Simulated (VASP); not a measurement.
# SnSe2 in VASP: notebook

The runs below take SnSe2 through work function, with LDA, PBE.

Everything below comes from runs of VASP 6.6.1. Logs are shortened: lines on timing, memory, paths and dates and some standing lists are left out, and cuts for length are marked.

**1. Starting point**

The cell holds a sheet with vacuum, 9 atoms: a = 3.811 Å, b = 3.811 Å, c = 33.374 Å, α = 90.00°, β = 90.00°, γ = 120.00°.

The cell was built by a generator and needn't be a form met in nature.

**2. Work function, LDA**

The input, INCAR:

```
PREC = Accurate
ENCUT = 520
EDIFF = 1E-7
ISMEAR = -1
SIGMA = 0.05
LREAL = False
LASPH = True
NELM = 60
ALGO = Normal
ISIF = 2
LWAVE = False
LCHARG = True
LELF = True
LVHAR = True
LVACPOTAV = True
```

The input, KPOINTS:

```
Automatic mesh
0
Gamma
  10 10 1
```

The input, POSCAR:

```
SnSe2
1.0
    3.8110000000      0.0000000000      0.0000000000
   -1.9055000000      3.3004228138      0.0000000000
    0.0000000000      0.0000000000     33.3740000000
Se Sn
6 3
Direct
    0.6666666667      0.3333333333      0.2696710014
    0.3333333333      0.6666666667      0.3625576796
    0.6666666667      0.3333333333      0.4535566609
    0.3333333333      0.6666666667      0.5464433391
    0.6666666667      0.3333333333      0.6374423204
    0.3333333333      0.6666666667      0.7303289986
    0.0000000000      0.0000000000      0.3161143405
    0.0000000000      0.0000000000      0.5000000000
    0.0000000000      0.0000000000      0.6838856595
```

Potentials or basis: VASP PAW LDA potentials, release 64 (Se, Sn_d).

The run is started by

```sh
$ cat potpaw_LDA.64/Se/POTCAR potpaw_LDA.64/Sn_d/POTCAR > POTCAR
$ mpirun -np 1 vasp_std > vasp.out
```

OUTCAR:

```text
PREC = Accurate
   ENCUT = 520
   EDIFF = 1E-7
   ISMEAR = -1
   LREAL = False
   LASPH = True
   NELM = 60
   ISIF = 2

 ion  position               nearest neighbor table
   1  0.667  0.333  0.270-   7 2.69   7 2.69   7 2.69
   2  0.333  0.667  0.363-   7 2.69   7 2.69   7 2.69
   3  0.667  0.333  0.454-   8 2.69   8 2.69   8 2.69
   4  0.333  0.667  0.546-   8 2.69   8 2.69   8 2.69
   5  0.667  0.333  0.637-   9 2.69   9 2.69   9 2.69
   6  0.333  0.667  0.730-   9 2.69   9 2.69   9 2.69
   7  0.000  0.000  0.316-   1 2.69   2 2.69   2 2.69   1 2.69   1 2.69   2 2.69
   8  0.000  0.000  0.500-   3 2.69   4 2.69   4 2.69   3 2.69   3 2.69   4 2.69
   9  0.000  0.000  0.684-   5 2.69   6 2.69   6 2.69   5 2.69   5 2.69   6 2.69

  LATTYP: Found a hexagonal cell.
 ALAT       =     3.8110000000
 C/A-ratio  =     8.7572815534

  Lattice vectors:

 A1 = (   3.8110000000,   0.0000000000,   0.0000000000)
 A2 = (  -1.9055000000,   3.3004228138,   0.0000000000)
 A3 = (   0.0000000000,   0.0000000000,  33.3740000000)

Analysis of symmetry for initial positions (statically):
=====================================================================
 Subroutine PRICEL returns:
 Original cell was already a primitive cell.

 Routine SETGRP: Setting up the symmetry group for a
 hexagonal supercell.

 Subroutine GETGRP returns: Found 12 space group operations
 (whereof 12 operations were pure point group operations)
 out of a pool of 24 trial point group operations.

The static configuration has the point symmetry D_3d.

Analysis of symmetry for dynamics (positions and initial velocities):
=====================================================================
 Subroutine PRICEL returns:
 Original cell was already a primitive cell.

 Routine SETGRP: Setting up the symmetry group for a
 hexagonal supercell.

 Subroutine GETGRP returns: Found 12 space group operations
 (whereof 12 operations were pure point group operations)
 out of a pool of 24 trial point group operations.

The dynamic configuration has the point symmetry D_3d.

 Subroutine INISYM returns: Found 12 space group operations
 (whereof 12 operations are pure point group operations),
 and found     1 'primitive' translations

----------------------------------------------------------------------------------------

                                     Primitive cell

  volume of cell :     419.7752

  direct lattice vectors                    reciprocal lattice vectors
     3.811000000  0.000000000  0.000000000     0.262398321  0.151495741  0.000000000
    -1.905500000  3.300422814  0.000000000     0.000000000  0.302991482  0.000000000
     0.000000000  0.000000000 33.374000000     0.000000000  0.000000000  0.029963445

  length of vectors
     3.811000000  3.811000000 33.374000000     0.302991482  0.302991482  0.029963445

  position of ions in fractional coordinates (direct lattice)
     0.666666667  0.333333333  0.269671001
     0.333333333  0.666666667  0.362557680
     0.666666667  0.333333333  0.453556661
     0.333333333  0.666666667  0.546443339
     0.666666667  0.333333333  0.637442320
     0.333333333  0.666666667  0.730328999
     0.000000000  0.000000000  0.316114341
     0.000000000  0.000000000  0.500000000
     0.000000000  0.000000000  0.683885659

  ion indices of the primitive-cell ions
   primitive index   ion index
                 1           1
                 2           2
                 3           3
                 4           4
                 5           5
                 6           6
                 7           7
                 8           8
                 9           9

----------------------------------------------------------------------------------------

 KPOINTS: Automatic mesh

Automatic generation of k-mesh.
 Grid dimensions read from file:
 generate k-points for:   10   10    1

 Generating k-lattice:

  Cartesian coordinates                     Fractional coordinates (reciprocal lattice)
     0.026239832  0.015149574  0.000000000     0.100000000  0.000000000  0.000000000
     0.000000000  0.030299148  0.000000000     0.000000000  0.100000000  0.000000000
     0.000000000  0.000000000  0.029963445     0.000000000  0.000000000  1.000000000

  Length of vectors
     0.030299148  0.030299148  0.029963445

  Shift w.r.t. Gamma in fractional coordinates (k-lattice)
     0.000000000  0.000000000  0.000000000

 Subroutine IBZKPT returns following result:
 ===========================================

 Found     14 irreducible k-points:

 Following reciprocal coordinates:
            Coordinates               Weight
  0.000000  0.000000  0.000000      1.000000
  0.100000  0.000000  0.000000      6.000000
  0.200000  0.000000  0.000000      6.000000
  0.300000  0.000000  0.000000      6.000000
  0.400000  0.000000  0.000000      6.000000
  0.500000  0.000000  0.000000      3.000000
  0.100000  0.100000  0.000000      6.000000
  0.200000  0.100000  0.000000     12.000000
  0.300000  0.100000  0.000000     12.000000
  0.400000  0.100000  0.000000     12.000000
  0.200000  0.200000  0.000000      6.000000
  0.300000  0.200000  0.000000     12.000000
  0.400000  0.200000  0.000000      6.000000
  0.300000  0.300000  0.000000      6.000000
   k-points           NKPTS =     14   k-points in BZ     NKDIM =     14   number of bands    NBANDS=     46
   number of dos      NEDOS =    301   number of ions     NIONS =      9
   total plane-waves  NPLWV = 196000
   dimension x,y,z NGX =    28 NGY =   28 NGZ =  250
   dimension x,y,z NGXF=    56 NGYF=   56 NGZF=  500
   ions per type =               6   3
   NGX,Y,Z   is equivalent  to a cutoff of  12.21, 12.21, 12.45 a.u.
   NGXF,Y,Z  is equivalent  to a cutoff of  24.43, 24.43, 24.91 a.u.
 SYSTEM =  unknown system
   PREC   = accura    normal or accurate (medium, high low for compatibility)
   ISTART =      0    job   : 0-new  1-cont  2-samecut
   ICHARG =      2    charge: 1-file 2-atom 10-const
   ISPIN  =      1    spin polarized calculation?
   LNONCOLLINEAR =      F non collinear calculations
   LSORBIT =      F    spin-orbit coupling
   LASPH  =      T    aspherical Exc in radial PAW
   ENCUT  =  520.0 eV  38.22 Ry    6.18 a.u.   7.09  7.09 62.05*2*pi/ulx,y,z
   NELM   =     60;   NELMIN=  2; NELMDL= -5     # of ELM steps
   EDIFF  = 0.1E-06   stopping-criterion for ELM
   LREAL  =      F    real-space projection
   EDIFFG = 0.1E-05   stopping-criterion for IOM
   NSW    =      0    number of steps for IOM
   IBRION =     -1    ionic relax: 0-MD 1-quasi-New 2-CG
   NFREE  =      0    steps in history (QN), initial steepest desc. (CG)
   ISIF   =      2    stress and relaxation
   ISYM   =      2    0-nonsym 1-usesym 2-fastsym
   POTIM  = 0.5000    time-step for ionic-motion
   TEBEG  =    0.0;   TEEND  =   0.0 temperature during run
   PSTRESS=    0.0 pullay stress
   NELECT =      78.0000    total number of electrons
   NUPDOWN=      -1.0000    fix difference up-down
   EMIN   =  10.00;   EMAX   =-10.00  energy-range for DOS
   EFERMI =   0.00;   METHOD = LEGACY
   ISMEAR =    -1;   SIGMA  =   0.05  broadening in eV -4-tet -1-fermi 0-gaus
   EFERMI_NEDOS =   21; number of points for ismear=-14 and -15
   IALGO  =     38    algorithm
   IMIX   =      4    mixing-type and parameters
     AMIX     =   0.40;   BMIX     =  1.00
     AMIX_MAG =   1.60;   BMIX_MAG =  1.00
  volume/ion in A,a.u.               =      46.64       314.75
  Fermi-wavevector in a.u.,A,eV,Ry     =   0.934188  1.765359 11.873893  0.872706
  Thomas-Fermi vector in A             =   2.060967
   LORBIT       =      0    0 simple, 1 ext, 2 COOP (PROOUT), +10 PAW based schemes
   GGA     = CA    functional components
   LHFCALC =     F    Hartree Fock is set to
   AEXX    =    0.0000 exact exchange contribution
   IVDW    =     0    specifies the selected vdW correction
   LEPSILON=     F    determine dielectric tensor
   LRPA    =     F    only Hartree local field effects (RPA)
 non-spin polarized calculation
  energy-cutoff  :      520.00
  volume of cell :      419.78
 maximum number of plane-waves:     11363
   NGX = 15   NGY = 15   NGZ =125

 number of electron      78.0000011 magnetization

 Free energy of the ion-electron system (eV)
  ---------------------------------------------------
  ext. energy  EPLUGINS =         0.00000000
  ---------------------------------------------------
  free energy    TOTEN  =       -41.17203782 eV

  energy without entropy =      -41.17187811  energy(sigma->0) =      -41.17195797

 E-fermi :  -0.1840     XC(G=0):  -5.7063

 val. band max:       -0.5741775555   @ k =   0.2000   0.0000   0.0000
 cond. band min:       0.1313199884   @ k =   0.5000   0.0000   0.0000
 fundamental gap:      0.7054975439
 Fermi energy:        -0.1840183489

 k-point     1 :       0.0000    0.0000    0.0000
  band No.  band energies     occupation
      1     -21.6682      2.00000
      2     -21.6682      2.00000
      3     -21.6682      2.00000
      4     -21.6682      2.00000
      5     -21.6682      2.00000
      6     -21.6682      2.00000
[... 38 lines left out ...]
     45       2.3645      0.00000
     46       3.8220      0.00000

 k-point     2 :       0.1000    0.0000    0.0000
  band No.  band energies     occupation
      1     -21.6731      2.00000
      2     -21.6731      2.00000
      3     -21.6731      2.00000
      4     -21.6646      2.00000
      5     -21.6646      2.00000
      6     -21.6646      2.00000
[... 38 lines left out ...]
     45       2.9904      0.00000
     46       3.7685      0.00000

 k-point     3 :       0.2000    0.0000    0.0000
  band No.  band energies     occupation
      1     -21.6872      2.00000
      2     -21.6870      2.00000
      3     -21.6870      2.00000
      4     -21.6565      2.00000
      5     -21.6564      2.00000
      6     -21.6564      2.00000
[... 38 lines left out ...]
     45       3.6796      0.00000
     46       4.5438      0.00000

 k-point     4 :       0.3000    0.0000    0.0000
  band No.  band energies     occupation
      1     -21.7059      2.00000
      2     -21.7057      2.00000
      3     -21.7056      2.00000
      4     -21.6499      2.00000
      5     -21.6497      2.00000
      6     -21.6497      2.00000
[... 430 lines left out ...]
     45       4.6009      0.00000
     46       4.8598      0.00000

 k-point    13 :       0.4000    0.2000    0.0000
  band No.  band energies     occupation
      1     -21.7098      2.00000
      2     -21.7094      2.00000
      3     -21.7094      2.00000
      4     -21.6654      2.00000
      5     -21.6651      2.00000
      6     -21.6651      2.00000
[... 38 lines left out ...]
     45       4.5436      0.00000
     46       4.7535      0.00000

 k-point    14 :       0.3000    0.3000    0.0000
  band No.  band energies     occupation
      1     -21.6974      2.00000
      2     -21.6971      2.00000
      3     -21.6971      2.00000
      4     -21.6781      2.00000
      5     -21.6778      2.00000
      6     -21.6778      2.00000
[... 38 lines left out ...]
     45       4.6575      0.00000
     46       4.9728      0.00000

------------------------ aborting loop because EDIFF is reached ----------------------------------------

  FORCE on cell =-STRESS in cart. coord.  units (eV):
  Direction    XX          YY          ZZ          XY          YZ          ZX
  --------------------------------------------------------------------------------------
  -------------------------------------------------------------------------------------
  Total       -0.6118291     -0.6118291      1.1782667     -0.0000000      0.0000000      0.0000000
  in kB       -2.3351991     -2.3351991      4.4971501     -0.0000000      0.0000000      0.0000000
  external PRESSURE =      -0.0577494 kB  Pullay stress =       0.0000000 kB

 VOLUME and BASIS-vectors are now :
 -----------------------------------------------------------------------------
  energy-cutoff  :      520.00
  volume of cell :      419.78
      direct lattice vectors                 reciprocal lattice vectors
     3.811000000  0.000000000  0.000000000     0.262398321  0.151495741  0.000000000
    -1.905500000  3.300422814  0.000000000     0.000000000  0.302991482  0.000000000
     0.000000000  0.000000000 33.374000000     0.000000000  0.000000000  0.029963445

 POSITION                                       TOTAL-FORCE (eV/Angst)
 -----------------------------------------------------------------------------------
      1.90550      1.10014      9.00000        -0.000000     -0.000000     -0.171397
     -0.00000      2.20028     12.10000        -0.000000      0.000000      0.291909
      1.90550      1.10014     15.13700         0.000000     -0.000000     -0.290715
     -0.00000      2.20028     18.23700        -0.000000      0.000000      0.290715
      1.90550      1.10014     21.27400         0.000000     -0.000000     -0.291909
     -0.00000      2.20028     24.37400         0.000000      0.000000      0.171397
      0.00000      0.00000     10.55000         0.000000     -0.000000     -0.028828
      0.00000      0.00000     16.68700        -0.000000      0.000000      0.000000
      0.00000      0.00000     22.82400        -0.000000      0.000000      0.028828
 -----------------------------------------------------------------------------------
    total drift:                               -0.000000     -0.000000      0.000000

  FREE ENERGIE OF THE ION-ELECTRON SYSTEM (eV)
  ---------------------------------------------------
  free  energy   TOTEN  =       -41.1720378219 eV

  energy  without entropy=      -41.1718781101  energy(sigma->0) =      -41.17195797
```

Run time: 6.1 min. Hardware: 1 thread of Intel Xeon 6975P-C (Granite Rapids), shared host; peak memory 0.46 GiB.

What came out:

```
Free energy            : -41.1720 eV
Largest force          : 0.292 eV/Å
Band gap on the k mesh : 0.71 eV, indirect (least direct gap 0.95 eV)
```

Forces in eV/Å, atoms in the order of the input:
```
Se   0.000  0.000 -0.171
Se   0.000  0.000  0.292
Se   0.000  0.000 -0.291
Se   0.000  0.000  0.291
Se   0.000  0.000 -0.292
Se   0.000  0.000  0.171
Sn   0.000  0.000 -0.029
Sn   0.000  0.000  0.000
Sn   0.000  0.000  0.029
```

Caveat: spin-orbit coupling is left out, which moves the levels of the heavy elements.

**3. Work function, PBE**

Changes to INCAR since step 2:

```diff
@@ -12,2 +12,3 @@
 LCHARG = True
+GGA = PE
 LELF = True
```

KPOINTS is that of step 2.

POSCAR is that of step 2.

Potentials or basis: VASP PAW PBE potentials, release 64 (Se, Sn_d).

The run is started by

```sh
$ cat potpaw_PBE.64/Se/POTCAR potpaw_PBE.64/Sn_d/POTCAR > POTCAR
$ mpirun -np 1 vasp_std > vasp.out
```

OUTCAR:

```text
PREC = Accurate
   ENCUT = 520
   EDIFF = 1E-7
   ISMEAR = -1
   LREAL = False
   LASPH = True
   NELM = 60
   ISIF = 2
   GGA = PE

 ion  position               nearest neighbor table
   1  0.667  0.333  0.270-   7 2.69   7 2.69   7 2.69
   2  0.333  0.667  0.363-   7 2.69   7 2.69   7 2.69
   3  0.667  0.333  0.454-   8 2.69   8 2.69   8 2.69
   4  0.333  0.667  0.546-   8 2.69   8 2.69   8 2.69
   5  0.667  0.333  0.637-   9 2.69   9 2.69   9 2.69
   6  0.333  0.667  0.730-   9 2.69   9 2.69   9 2.69
   7  0.000  0.000  0.316-   1 2.69   2 2.69   2 2.69   1 2.69   1 2.69   2 2.69
[... 890 lines left out ...]
  in kB       23.2120138     23.2120138     26.9924980     -0.0000000     -0.0000000     -0.0000000
  external PRESSURE =      24.4721752 kB  Pullay stress =       0.0000000 kB

 VOLUME and BASIS-vectors are now :
 -----------------------------------------------------------------------------
  energy-cutoff  :      520.00
  volume of cell :      419.78
      direct lattice vectors                 reciprocal lattice vectors
     3.811000000  0.000000000  0.000000000     0.262398321  0.151495741  0.000000000
    -1.905500000  3.300422814  0.000000000     0.000000000  0.302991482  0.000000000
     0.000000000  0.000000000 33.374000000     0.000000000  0.000000000  0.029963445

 POSITION                                       TOTAL-FORCE (eV/Angst)
 -----------------------------------------------------------------------------------
      1.90550      1.10014      9.00000        -0.000000      0.000000     -0.653084
     -0.00000      2.20028     12.10000         0.000000     -0.000000      0.569968
      1.90550      1.10014     15.13700         0.000000      0.000000     -0.571446
     -0.00000      2.20028     18.23700        -0.000000      0.000000      0.571446
      1.90550      1.10014     21.27400        -0.000000      0.000000     -0.569968
     -0.00000      2.20028     24.37400         0.000000     -0.000000      0.653084
      0.00000      0.00000     10.55000        -0.000000      0.000000     -0.042393
      0.00000      0.00000     16.68700        -0.000000      0.000000      0.000000
      0.00000      0.00000     22.82400        -0.000000     -0.000000      0.042393
 -----------------------------------------------------------------------------------
    total drift:                               -0.000000     -0.000000      0.000000

  FREE ENERGIE OF THE ION-ELECTRON SYSTEM (eV)
  ---------------------------------------------------
  free  energy   TOTEN  =       -35.3681402165 eV

  energy  without entropy=      -35.3680875161  energy(sigma->0) =      -35.36811387
```

stdout:

```text
POSCAR found type information on POSCAR SeSn
 POSCAR found :  2 types and       9 ions
 scaLAPACK will be used
 LDA part: xc-table for (Slater+PW92), standard interpolation
 POSCAR, INCAR and KPOINTS ok, starting setup
 FFT: planning ... GRIDC
 FFT: planning ... GRID_SOFT
 FFT: planning ... GRID
 WAVECAR not read
 entering main loop
```

It took 4.9 min on 1 thread of Intel Xeon 6975P-C (Granite Rapids), shared host; peak memory 0.56 GiB.

Results:

```yaml
Free_energy: -35.3681 eV
Largest_force: 0.653 eV/Å
Band_gap_on_the_k_mesh: 0.83 eV, indirect (least direct gap 1.08 eV)
```

Forces on the atoms (eV/Å):
```
Se   0.000  0.000 -0.653
Se   0.000  0.000  0.570
Se   0.000  0.000 -0.571
Se   0.000  0.000  0.571
Se   0.000  0.000 -0.570
Se   0.000  0.000  0.653
Sn   0.000  0.000 -0.042
Sn   0.000  0.000  0.000
Sn   0.000  0.000  0.042
```

Levels at points of the mesh, in eV from the valence-band top:
| k point | band 36 | band 37 | band 38 | band 39 | band 40 | band 41 | band 42 | band 43 |
| --- | --- | --- | --- | --- | --- | --- | --- | --- |
| (0.00, 0.00, 0.00) | -0.16 | -0.16 | -0.12 | -0.12 | 1.35 | 1.88 | 2.37 | 3.05 |
| (0.50, 0.00, 0.00) | -0.68 | -0.54 | -0.38 | -0.25 | 0.83 | 0.87 | 1.13 | 3.93 |

Caveat: spin-orbit coupling is left out, which moves the levels of the heavy elements.

(Continued in part 2 of 2.)
